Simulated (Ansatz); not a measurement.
A plane-wave DFT run in Ansatz 0.2.0 (scalar-relativistic PAW potentials unless the input names others): input and command.

```yaml
crystal:
  lattice:
    - [3.3995949275, 0.0, 0.0]
    - [0.0, 3.3995949275, 0.0]
    - [0.0, 0.0, 3.3995949275]
  atoms:
    - { symbol: tl, position: [0.0, 0.0, 0.0] }
    - { symbol: Br, position: [0.5, 0.5, 0.5] }
basis:
  ecutwfc: 420
kpoints:
  mp_grid: { grid: [12, 12, 12] }
hamiltonian:
  xc: lda
scf:
  occupations: { method: fermi_dirac, width: 0.15 }
  max_iter: 100
output:
  forces: true
  eigenvalues: true
  stress: true
```

```bash
ansatz run input.yaml --threads 1 --pin off --max-ram 1228MiB --backend cpu --events-out ev --progress --plain --runs-dir out
```

Task: What will the program do with this input?

Result: The program refuses it, because of an unknown element (crystal.atoms[0].symbol: "Tl" → "tl"). With the sound run's settings it is accepted.

Abridged log:
```
Error: YAML parse error: error: line 7 column 17: `tl` is not an element symbol (H … Og, case-exact)
 --> <input>:7:17
  |
5 |     - [0.0, 0.0, 3.3995949275]
6 |   atoms:
7 |     - { symbol: tl, position: [0.0, 0.0, 0.0] }
  |                 ^ `tl` is not an element symbol (H … Og, case-exact)
8 |     - { symbol: Br, position: [0.5, 0.5, 0.5] }
9 | basis:
  |
```